## Binding of close-packed Si and Ti

How strongly does an element bind when its atoms are put into a hexagonal close-packed crystal? The table answers this for eight elements and leaves two open, Si and Ti. The "energy less free atoms" is the energy of the crystal minus that of its separated atoms, so a more negative value means stronger binding.

Hexagonal close-packed elements (P6_3/mmc, 2 atoms per cell) in fixed cells: Ansatz 0.2.0, all-electron LAPW, PBE, scalar-relativistic, Fermi-Dirac smearing 0.03 to 0.08 eV, k meshes 13×13×7 to 17×17×9. Only Co and Ni are spin-polarised, with parallel starting moments. Energies count from spherical, unpolarised free atoms; positive pressure means compression.

```
element   Z  group  period                 cell  volume (Å³/atom)  shortest distance from M (Å)  energy less free atoms (eV/atom)  pressure (GPa)  cell moment (muB)
      C   6     14       2     relaxed with PAW             6.959                          2.13                             -4.74             0.0               0.00
     Si  14     14       3     relaxed with PAW             14.33                          2.69                                 ?               ?                  ?
      P  15     15       3     relaxed with PAW             14.54                          2.71                             -4.55             0.0               0.00
     Ti  22      4       4  measured cell (COD)             17.66                          2.90                                 ?               ?                  ?
     Co  27      9       4     relaxed with PAW             10.87                          2.48                             -8.30            -0.1               3.25
     Ni  28     10       4     relaxed with PAW             10.93                          2.48                             -7.09             0.0               1.31
     Cu  29     11       4     relaxed with PAW             11.96                          2.56                             -3.75             0.0               0.00
     Ge  32     14       4     relaxed with PAW             19.38                          2.98                             -4.18             0.0               0.00
     Ru  44      8       5     relaxed with PAW             13.76                          2.66                             -9.25             0.0               0.00
     Ir  77      9       6     relaxed with PAW             14.56                          2.73                             -9.16             0.0               0.00
```

### What the energy contains

The separated atoms in this calculation are spherical and have no spin polarisation. A real Co atom has three unpaired electrons with parallel spins, which lowers its energy because parallel electrons keep further apart. The reference atom is denied this gain and lies too high, so the crystal seems more strongly bound than it is. The tabulated binding is therefore the cohesion as the functional gives it, plus a contribution from the atom.

Co and Ni show how much this matters. Their measured cohesive energies are, as a rough recalled value, both about 4.4 eV/atom, yet the computed energies differ by 1.21 eV. The Ni atom has two unpaired electrons where Co has three, so it has less to gain from aligning them. The gap between the two metals thus probably reflects the atoms more than the bonds.

Cu, whose atom has a single unpaired electron, points the same way. Its computed energy lies only 0.25 eV beyond its recalled cohesion of about 3.5 eV/atom, against 2.69 eV for Ni. From Ni to Cu the tabulated binding weakens by 3.34 eV, but the recalled cohesion by only about 0.9 eV. The full d shell of Cu does weaken the bonds, though far less than the column suggests.

### Forecast for Ti

Exchange theory makes the gain of the atom grow roughly as the square of its number of unpaired electrons, n. This gives a simple model:

binding ≈ recalled cohesion + c · n²/4

The constant c was fitted to Co, Ni and Cu, the known metals from the same row of the periodic table as Ti, and came out at 1.88 eV. Co and Ni set it almost alone: the unpaired electron of Cu is a 4s one, but with n = 1 this metal has little weight in the fit. The constant also absorbs errors of the functional, the electron configuration assumed for the atom and the spherical shape forced on it, so it is not a pure exchange energy. Ti has two unpaired electrons and a recalled cohesion of about 4.9 eV/atom, so the model gives 4.9 + 1.88 · 2²/4 = 6.78 eV/atom.

The 3d shell of Ti is more diffuse than those of Co and Ni, which weakens the exchange between its electrons. For this reason the forecast was set at a weaker binding than the model's own: **−6.4 eV/atom, between −7.0 and −5.8**. The range is a judgement. It is narrower than the typical error of 1.25 eV found when each of the three fitted metals is predicted from the other two.

Friedel's picture of d bonding gives a very different number. Bonding states fill first and antibonding states later, so binding should follow a parabola that is deepest for a half-filled d band. Fitted to the five known d metals, all from the later half of the series, the parabola puts Ti at −9.84 eV/atom. Ti would then exceed its recalled cohesion by about 4.9 eV with two unpaired electrons in the atom, whereas Co exceeds its own by only 3.9 eV with three, and so this value was set aside.

The Ti cell is a measured one, whereas the known cells were relaxed and are almost free of pressure. A measured cell includes thermal expansion, and this functional prefers a slightly smaller one, by roughly 1.5% in volume. With a recalled bulk modulus of about 110 GPa, the stretched crystal should pull inwards with 110 · 0.015 ≈ 1.7 GPa. Compression counts as positive, so the forecast is **−1.7 GPa, between −3.0 and −0.5**.

### Forecast for Si

Si, Ge and C are normally built from directed bonds to three or four neighbours, and close packing destroys these bonds. C loses most: its computed binding is only 4.74 eV/atom, against a recalled cohesion of about 7.4 eV/atom in its stable form. The real loss should be larger still, because the computed value includes the contribution from the unpolarised atom. Ge loses much less and is the better starting point for Si.

Recalled cohesion is about 4.6 eV/atom for Si and 3.9 for Ge. Adding the difference to the Ge row gives −4.18 − 0.7 = −4.88 eV/atom. Si should pay somewhat more than Ge for close packing, while its atom should gain slightly more from spin, and these two corrections oppose each other. The forecast is **−4.9 eV/atom, between −5.2 and −4.6**: stronger binding than in Ge, and probably slightly stronger than in C.

The Si cell was relaxed, so its pressure should be zero within 0.1 GPa. Both elements should have no moment. Si has broad bands, and Ti has too few states at the Fermi level for the exchange gain to repay the cost of splitting its bands.

### The computed values

The withheld rows as computed:

```
element   Z  group  period                 cell  volume (Å³/atom)  shortest distance from M (Å)  energy less free atoms (eV/atom)  pressure (GPa)  cell moment (muB)
     Si  14     14       3     relaxed with PAW             14.33                          2.69                             -4.91             0.0               0.00
     Ti  22      4       4  measured cell (COD)             17.66                          2.90                             -6.72            -1.6               0.00
```

The Ti energy is −6.72 eV/atom. The forecast was too weak by 0.32 eV but inside its range, and the correction for the diffuse shell caused the miss, since the uncorrected model is off by only 0.06 eV, in the other direction. That closeness is better than the model deserves, as it misses Ni, one of its own fitted rows, by 0.81 eV. Ni and Ti have equally many unpaired electrons, yet they exceed their recalled cohesion by 2.69 and 1.82 eV, so this number can't be the whole story. In the Ni atom the configurations 3d⁸4s² and 3d⁹4s¹ lie close in energy, and the one chosen for the spherical atom may explain part of the difference. For Ti, the functional may overbind the solid and so offset the weaker exchange in the atom. A spin-polarised Ti atom at the same level of theory would test this, and the data contain none.

The parabola binds Ti too strongly by 3.12 eV. A comparison with Ru suggests why. With one electron per atom counted as s, Ti has three d electrons and Ru has seven, so the parabola gives both the same binding. In the table Ru lies deeper by 2.53 eV, and about 1.8 eV of this is already present in the recalled cohesion. Most of the difference thus seems to come from the bonds, which are expected to be stronger between the more extended 4d shells, and only the rest from the atoms and the functional. A parabola fitted across 3d, 4d and 5d metals can't see this.

For Si the computed −4.91 eV/atom agrees with the forecast to 0.01 eV. The recalled cohesive energies are good to no better than 0.1 eV, so agreement this close is accidental. The order is the sounder result: relative to these unpolarised atoms, close-packed Si binds more strongly than both Ge and C, although C has by far the strongest bonds in its stable form.

The Ti pressure of −1.6 GPa confirms that the measured cell is stretched at this level of theory. It does not separate thermal expansion from the error of the functional. The pressure of Si and both moments are zero, as forecast. The moments are no test, however: Si and Ti were run without spin polarisation, so their zeros were imposed by the calculation. Among the eight known rows only Co and Ni were allowed a moment.

For practical use, these energies should not be read as cohesive energies until the atoms have been corrected. When two crystals of the same element are compared, the atomic reference cancels. The output below lists both fits; the values they give for C, Si, P and Ge have no meaning, because the fits describe d metals. The atomic model also overshoots the excess of Ru by 4.98 eV and that of Ir by 1.97 eV, so its constant can't be carried over to 4d and 5d metals. The Ir run lacks spin-orbit coupling as well.

Numerical output:

```
fit of excess on 3 rows (dmet & (period == 4)): coefficient of pairs 1.882 +/- 0.26; rms 0.521, worst Ni -0.808, leave-one-out rms 1.25
  rows outside the fit (model, value, miss): C 1.882, -2.66, 4.54; Si 1.882, 0.31, 1.57; P 4.235, 1.15, 3.08; Ti 1.882, 1.82, 0.062; Ge 1.882, 0.28, 1.6; Ru 7.528, 2.55, 4.98; Ir 4.235, 2.26, 1.97
fit of E_bind on 5 rows (dmet): constant -4.153 +/- 0.57, coefficient of parab -0.2707 +/- 0.04; rms 0.5, worst Ir 0.675, leave-one-out rms 1.09
  rows outside the fit (model, value, miss): C 6.406, -4.74, 11.1; Si 6.406, -4.91, 11.3; P 11.01, -4.55, 15.6; Ti -9.838, -6.72, -3.12; Ge 6.406, -4.18, 10.6
Binding beyond recalled cohesion, Co (eV/atom): 3.9
Binding beyond recalled cohesion, Ni (eV/atom): 2.69
Binding beyond recalled cohesion, Cu (eV/atom): 0.25
Energy of Ni less that of Co (eV/atom): 1.21
Energy of Cu less that of Ni (eV/atom): 3.34
Ti energy from the atomic-gain model (eV/atom): -6.782
Ti energy from the Friedel parabola (eV/atom): -9.838
Si energy from Ge and recalled cohesion (eV/atom): -4.88
Ti pressure from bulk modulus and excess volume (GPa): -1.65
Ti energy, forecast -6.4 less computed (eV/atom): 0.32
Si energy, forecast -4.9 less computed (eV/atom): 0.01
Ti pressure, forecast -1.7 less computed (GPa): -0.1
Moment per atom, Co (muB): 1.625
Moment per atom, Ni (muB): 0.655
```
